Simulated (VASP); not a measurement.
# SrCl2 (Fm-3m) in VASP: settings compared

Aim: see how the results for SrCl2 move with the level of theory and the settings. Levels: PBE, PBE+D3(BJ). Tasks: evGW0 quasiparticle levels, G0W0 quasiparticle levels, equation of state.

Program: VASP 6.6.1. These are calculated values, not measurements. Logs are shortened: lines on timing, memory, paths and dates and some standing lists are left out, and cuts for length are marked.

## (1) Starting point

The structure is cubic, space group Fm-3m (No. 225). Conventional cell: a = 6.977 Å, b = 6.977 Å, c = 6.977 Å, α = 90.00°, β = 90.00°, γ = 90.00°. Around Sr (site symmetry m-3m) lie 8 Cl at 3.02 Å. Cl (site symmetry -43m) has 4 Sr at 3.02 Å as nearest neighbours.

## (2) EvGW0 quasiparticle levels, PBE

Input file POSCAR:

```
SrCl2
1.0
    0.0000000000      3.4883500000      3.4883500000
    3.4883500000      0.0000000000      3.4883500000
    3.4883500000      3.4883500000      0.0000000000
Sr Cl
1 2
Direct
    0.0000000000      0.0000000000      0.0000000000
    0.7500000000      0.7500000000      0.7500000000
    0.2500000000      0.2500000000      0.2500000000
```

Input file INCAR.step1:

```
PREC = Accurate
ENCUT = 500
EDIFF = 1E-8
ISMEAR = 0
SIGMA = 0.01
LREAL = F
LASPH = T
NELM = 60
ALGO = Normal
LWAVE = T
LCHARG = F
GGA = PE
KPAR = 4
```

Input file INCAR.step2:

```
PREC = Accurate
ENCUT = 500
EDIFF = 1E-8
ISMEAR = 0
SIGMA = 0.01
LREAL = F
LASPH = T
NELM = 1
ALGO = Exact
LWAVE = T
LCHARG = F
GGA = PE
NBANDS = 366
LOPTICS = T
ISTART = 1
KPAR = 4
```

Input file INCAR.step3:

```
PREC = Accurate
ENCUT = 500
EDIFF = 1E-8
ISMEAR = 0
SIGMA = 0.01
LREAL = F
LASPH = T
ALGO = EVGW0
LWAVE = F
LCHARG = F
GGA = PE
NELMGW = 4
NBANDS = 366
ENCUTGW = 150
NOMEGA = 50
PRECFOCK = Fast
ISTART = 1
NBANDSGW = 20
KPAR = 4
```

Input file KPOINTS:

```
regular mesh
0
Gamma
  4 4 4
```

Potentials or basis: VASP PAW PBE potentials, release 64 (Sr_sv_GW, Cl_GW).

Started as:

```bash
> cat potpaw_PBE.64/Sr_sv_GW/POTCAR potpaw_PBE.64/Cl_GW/POTCAR > POTCAR
> cp INCAR.step1 INCAR
> mpirun -np 4 vasp_std > vasp.out
> cp INCAR.step2 INCAR
> mpirun -np 4 vasp_std > vasp.out
> cp INCAR.step3 INCAR
> mpirun -np 4 vasp_std > vasp.out
```

OUTCAR:

```text
PREC = Accurate
   ENCUT = 500
   EDIFF = 1E-8
   ISMEAR = 0
   LREAL = F
   LASPH = T
   GGA = PE
   NELMGW = 4
   ENCUTGW = 150
   PRECFOCK = Fast
   ISTART = 1

 ion  position               nearest neighbor table
   1  0.000  0.000  0.000-
   2  0.750  0.750  0.750-
   3  0.250  0.250  0.250-

  LATTYP: Found a face centered cubic cell.
 ALAT       =     6.9767000000

  Lattice vectors:

 A1 = (   0.0000000000,   3.4883500000,   3.4883500000)
 A2 = (   3.4883500000,   0.0000000000,   3.4883500000)
 A3 = (   3.4883500000,   3.4883500000,   0.0000000000)

Analysis of symmetry for initial positions (statically):
=====================================================================
 Subroutine PRICEL returns:
 Original cell was already a primitive cell.

 Routine SETGRP: Setting up the symmetry group for a
 face centered cubic supercell.

 Subroutine GETGRP returns: Found 48 space group operations
 (whereof 48 operations were pure point group operations)
 out of a pool of 48 trial point group operations.

The static configuration has the point symmetry O_h .

Analysis of symmetry for dynamics (positions and initial velocities):
=====================================================================
 Subroutine PRICEL returns:
 Original cell was already a primitive cell.

 Routine SETGRP: Setting up the symmetry group for a
 face centered cubic supercell.

 Subroutine GETGRP returns: Found 48 space group operations
 (whereof 48 operations were pure point group operations)
 out of a pool of 48 trial point group operations.

The dynamic configuration has the point symmetry O_h .

 Subroutine INISYM returns: Found 48 space group operations
 (whereof 48 operations are pure point group operations),
 and found     1 'primitive' translations

----------------------------------------------------------------------------------------

                                     Primitive cell

  volume of cell :      84.8966

  direct lattice vectors                    reciprocal lattice vectors
     0.000000000  3.488350000  3.488350000    -0.143334241  0.143334241  0.143334241
     3.488350000  0.000000000  3.488350000     0.143334241 -0.143334241  0.143334241
     3.488350000  3.488350000  0.000000000     0.143334241  0.143334241 -0.143334241

  length of vectors
     4.933271880  4.933271880  4.933271880     0.248262188  0.248262188  0.248262188

[... 34 lines left out ...]

 Found      8 irreducible k-points:

 Following reciprocal coordinates:
            Coordinates               Weight
  0.000000  0.000000  0.000000      1.000000
  0.250000  0.000000  0.000000      8.000000
  0.500000  0.000000  0.000000      4.000000
  0.250000  0.250000  0.000000      6.000000
  0.500000  0.250000  0.000000     24.000000
 -0.250000  0.250000  0.000000     12.000000
  0.500000  0.500000  0.000000      3.000000
 -0.250000  0.500000  0.250000      6.000000
   k-points           NKPTS =      8   k-points in BZ     NKDIM =     64   number of bands    NBANDS=    366
   number of dos      NEDOS =    301   number of ions     NIONS =      3
   total plane-waves  NPLWV =  46656
   dimension x,y,z NGX =    36 NGY =   36 NGZ =   36
   dimension x,y,z NGXF=    72 NGYF=   72 NGZF=   72
   ions per type =               1   2
   NGX,Y,Z   is equivalent  to a cutoff of  12.13, 12.13, 12.13 a.u.
   NGXF,Y,Z  is equivalent  to a cutoff of  24.26, 24.26, 24.26 a.u.
 SYSTEM =  unknown system
   PREC   = accura    normal or accurate (medium, high low for compatibility)
   ISTART =      1    job   : 0-new  1-cont  2-samecut
   ICHARG =      0    charge: 1-file 2-atom 10-const
   ISPIN  =      1    spin polarized calculation?
   LNONCOLLINEAR =      F non collinear calculations
   LSORBIT =      F    spin-orbit coupling
   LASPH  =      T    aspherical Exc in radial PAW
   ENCUT  =  500.0 eV  36.75 Ry    6.06 a.u.   8.99  8.99  8.99*2*pi/ulx,y,z
   NELM   =     60;   NELMIN=  2; NELMDL=  0     # of ELM steps
   EDIFF  = 0.1E-07   stopping-criterion for ELM
   LREAL  =      F    real-space projection
   EDIFFG = 0.1E-06   stopping-criterion for IOM
   NSW    =      0    number of steps for IOM
   IBRION =     -1    ionic relax: 0-MD 1-quasi-New 2-CG
   NFREE  =      0    steps in history (QN), initial steepest desc. (CG)
   ISIF   =      0    stress and relaxation
   ISYM   =      3    0-nonsym 1-usesym 2-fastsym
   POTIM  = 0.5000    time-step for ionic-motion
   TEBEG  =    0.0;   TEEND  =   0.0 temperature during run
   PSTRESS=    0.0 pullay stress
   NELECT =      24.0000    total number of electrons
   NUPDOWN=      -1.0000    fix difference up-down
   EMIN   =  10.00;   EMAX   =-10.00  energy-range for DOS
   EFERMI =   0.00;   METHOD = LEGACY
   ISMEAR =     0;   SIGMA  =   0.01  broadening in eV -4-tet -1-fermi 0-gaus
   EFERMI_NEDOS =   21; number of points for ismear=-14 and -15
   IALGO  =     38    algorithm
   IMIX   =      4    mixing-type and parameters
     AMIX     =   0.40;   BMIX     =  1.00
     AMIX_MAG =   1.60;   BMIX_MAG =  1.00
  volume/ion in A,a.u.               =      28.30       190.97
  Fermi-wavevector in a.u.,A,eV,Ry     =   1.074439  2.030396 15.706833  1.154420
  Thomas-Fermi vector in A             =   2.210267
   LORBIT       =      0    0 simple, 1 ext, 2 COOP (PROOUT), +10 PAW based schemes
   GGA     = PE    functional components
   LHFCALC =     T    Hartree Fock is set to
   PRECFOCK=fast      Normal, Fast or Accurate (Low or Medium for compatibility)
   ENCUT4O =  -1.0   cutoff for four orbital integrals eV
   NKREDX  =     1    reduce k-point grid by
   NKREDY  =     1    reduce k-point grid by
   NKREDZ  =     1    reduce k-point grid by
   AEXX    =    1.0000 exact exchange contribution
   HFSCREEN=    0.0000 screening length (either q_TF or 0.3 A-1)
   HFSCREENC=   0.0000 screening length for correlation (either q_TF or 0.3 A-1)
   ENCUTFOCK=  -1.0 apply spherical cutoff to Coloumb kernel
   IVDW    =     0    specifies the selected vdW correction
   LEPSILON=     F    determine dielectric tensor
   LRPA    =     F    only Hartree local field effects (RPA)
   LRPAFORCE           =     F    calculate RPA forces
   ENCUTGW             = 150.0    cutoff for response function in eV
   ENCUTGWSOFT         = 120.0    soft cutoff for Coulomb kernel in GW response function in eV
   ENCUTLF             =  -1.0    cutoff for local field effects
   NELMGW              =     4    number of iterations in solving QP/BSE equation
   NELMHF              =     1    number of iterations in the inner HF iteration
   NKREDLFX            =     1    NKREDLFY  =   1   NKREDLFZ  =   1
 non-spin polarized calculation
 Gauss-broadening in eV      SIGMA  =   0.01
  energy-cutoff  :      500.00
  volume of cell :       84.90
 maximum number of plane-waves:      2180
  NGX = 20; NGY = 20; NGZ = 20
   NGX = 17   NGY = 17   NGZ = 17
 maximum number of plane-waves:       363

 QP shifts <psi_nk| G(iteration)W_0 |psi_nk>: iteration 1
 for sc-GW calculations column KS-energies equals QP-energies in previous step
 and V_xc(KS)=  KS-energies - (<T + V_ion + V_H > + <T+V_H+V_ion>^1  + <V_x>^1)

 k-point   1 :       0.0000    0.0000    0.0000
  band No.  KS-energies  QP-energies   sigma(KS)   V_xc(KS)     V^pw_x(r,r')   Z            occupation Imag(sigma)

      1     -32.2381     -33.8780     -20.0855     -17.4686     -28.9594       0.6267       2.0000       0.8427
      2     -14.2262     -16.8482     -19.8331     -16.5455     -23.0188       0.7975       2.0000       0.1998
      3     -14.2262     -16.8482     -19.8331     -16.5455     -23.0188       0.7975       2.0000       0.1998
      4     -14.2262     -16.8482     -19.8331     -16.5455     -23.0188       0.7975       2.0000       0.1998
      5     -12.7090     -13.9824     -16.8368     -14.9489     -24.2494       0.6745       2.0000       1.3339
      6     -11.8611     -13.1047     -17.5183     -15.6886     -24.6952       0.6797       2.0000       1.1540
[... 749 lines left out ...]
      6     -13.9849     -14.0117     -17.7054       3.6820     -24.4623       0.6970       2.0000       1.0722
[... 12 lines left out ...]
     19      12.3224      12.3233      -7.6021      19.9256      -3.5549       0.8131       0.0000      -0.1857
     20      12.7692      12.7699      -8.8665      21.6365      -4.6368       0.8081       0.0000      -0.1813
```

OUTCAR.step2:

```text
PREC = Accurate
   ENCUT = 500
   EDIFF = 1E-8
   ISMEAR = 0
   LREAL = F
[... 757 lines left out ...]
     0.00000     3.22413     3.22413     3.22413     0.00000     0.00000     0.00000
     2.15774     3.35374     3.35374     3.35374     0.00000     0.00000     0.00000
     4.31548     3.91893     3.91893     3.91893     0.00000     0.00000     0.00000
     6.47321     6.30833     6.30833     6.30833     0.00000    -0.00000     0.00000
     8.63095     1.30486     1.30486     1.30486    -0.00000     0.00000    -0.00000
    10.78869     0.80439     0.80439     0.80439     0.00000     0.00000    -0.00000
[... 92 lines left out ...]
   211.45834     0.99152     0.99152     0.99152    -0.00000    -0.00000     0.00000
   213.61608     0.99170     0.99170     0.99170    -0.00000    -0.00000     0.00000
```

Run time: 18 min. Hardware: 4 MPI ranks of Intel Xeon Platinum 8488C (Sapphire Rapids), shared host; peak memory 1.2 GiB.

What came out:

- Band gap on the k mesh, mean-field level: 5.34 eV, indirect (least direct gap 5.51 eV)
- Quasiparticle gap: 7.98 eV
- Least direct quasiparticle gap: 8.37 eV

Quasiparticle gap after each update of the energies (eV): 7.55, 7.91, 7.97, 7.98

Caveat: bands, screening cutoff and mesh are small and nothing is extrapolated, so the quasiparticle values aren't converged.

(Part 1 of 2 ends here.)
